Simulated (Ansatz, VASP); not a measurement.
## Si: VASP beside Ansatz

```
CELL_PARAMETERS angstrom
4.71324 2.72119 1.88400
-4.71324 2.72119 1.88400
0.00000 -5.44238 1.88400
ATOMIC_POSITIONS crystal
Si 0.51876 0.01710 0.71491
Si 0.28715 0.28715 0.28715
Si 0.71491 0.51876 0.01710
Si 0.48124 0.98290 0.28509
Si 0.28509 0.48124 0.98290
Si 0.71285 0.71285 0.71285
Si 0.98290 0.28509 0.48124
Si 0.01710 0.71491 0.51876
```

This isn't the form of Si at room conditions, which is diamond.

Alike in both runs: task single point; functional PBE; k mesh 6 × 6 × 6; occupations gaussian, width 0.1 eV; no spin polarisation.

|  | VASP | Ansatz |
| --- | --- | --- |
| version | VASP 6.6.1 | Ansatz 0.2.0 |
| potentials or method | VASP PAW PBE potentials, release 54 (Si) | Ansatz PAW |
| plane-wave cutoff (eV) | 520 | 420 |
| valence electrons in the cell | 32 | 32 |

Ansatz gave:

- gap on the k mesh at the Fermi level (eV): none
- pressure (GPa): 1.0
- largest component of the traceless stress (GPa): 0.16
- rms of the force components (eV/Å): 0.081

Problem. Which values does VASP return?

Solution. gap on the k mesh at the Fermi level (eV): none; pressure (GPa): 0.9; largest component of the traceless stress (GPa): 0.16; rms of the force components (eV/Å): 0.080.

Atom by atom the forces differ by 0.001 eV/Å (rms over components). A gap of «none» marks a metal or a gap that the smearing closes.
